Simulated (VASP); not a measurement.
# C₃NH: screened Coulomb integrals of an active space by constrained RPA

C₃NH, molecule in box, 5 atoms in the cell.

| Functional | Screened U within a state, mean (eV) | Screened U' between states, mean (eV) | Screened J (eV) | Bare U within a state, mean (eV) | Bare U' between states, mean (eV) | Time (s) |
|---|---|---|---|---|---|---|
| LDA | 7.39 | 6.92 | 0.68 | 9.59 | 8.99 | 154 |
| PBE | 7.38 | 6.91 | 0.67 | 9.58 | 8.98 | 161 |
| r2SCAN | 7.56 | 7.09 | 0.69 | 9.59 | 8.99 | 228 |
| PBE0 | 7.66 | 7.17 | 0.65 | 9.48 | 8.86 | 152 |
| HSE06 | 7.54 | 7.06 | 0.65 | 9.48 | 8.87 | 211 |

Limits: the periodic box is only 5.55 Å wide at its narrowest and no larger one was tried.

## Input of the first row

INCAR.step1:
```
ENCUT = 420
PREC = Accurate
ISMEAR = -1
SIGMA = 0.02
LASPH = T
EDIFF = 1E-7
GGA = CA
ALGO = Normal
NELM = 150
LWAVE = T
LCHARG = F
```

INCAR.step2, as INCAR.step1 but for:
```
- ALGO = Normal
- NELM = 150
+ ALGO = Exact
+ NELM = 1
+ NBANDS = 129
+ LOPTICS = T
```

INCAR.step3:
```
ENCUT = 420
PREC = Accurate
ISMEAR = -1
SIGMA = 0.02
LASPH = T
GGA = CA
ALGO = CRPA
NBANDS = 132
ENCUTGW = 90
PRECFOCK = Fast
LOCALIZED_BASIS = BLOCH
LWAVE = F
LCHARG = F
NCRPA_BANDS = 8 9 10 11
NTARGET_STATES = 8 9 10 11
```

KPOINTS:
```
k-points
0
Gamma
  1 1 1
```

POSCAR:
```
HC3N
1.0
    5.5500000000      0.0000000000      0.0000000000
    0.0000000000      9.7200000000      0.0000000000
    0.0000000000      0.0000000000      5.5800000000
C N H
3 1 1
Direct
    0.4724234200      0.6348199600      0.5291129000
    0.4971982000      0.5129989700      0.5028225800
    0.5256306300      0.3741615200      0.4728763400
    0.5497027000      0.2571039000      0.4476792100
    0.4502973000      0.7428961000      0.5523207900
```

Commands (each step's output is kept before the next begins):
```
cat potpaw_LDA.64/C_GW/POTCAR potpaw_LDA.64/N_GW/POTCAR potpaw_LDA.64/H_GW/POTCAR > POTCAR
cp INCAR.step1 INCAR
mpirun -np 4 vasp_std > vasp.out
cp INCAR.step2 INCAR
mpirun -np 4 vasp_std > vasp.out
cp INCAR.step3 INCAR
mpirun -np 4 vasp_std > vasp.out
```

Changes of the last row against the first:
```
(all steps)
- GGA = CA
+ GGA = PE
+ LHFCALC = True
+ HFSCREEN = 0.2
- cat potpaw_LDA.64/C_GW/POTCAR potpaw_LDA.64/N_GW/POTCAR potpaw_LDA.64/H_GW/POTCAR > POTCAR
+ cat potpaw_PBE.64/C_GW/POTCAR potpaw_PBE.64/N_GW/POTCAR potpaw_PBE.64/H_GW/POTCAR > POTCAR
```

VASP 6.6.1 took 154 s on 4 cores (Intel Xeon Platinum 8488C (Sapphire Rapids)), a shared host.
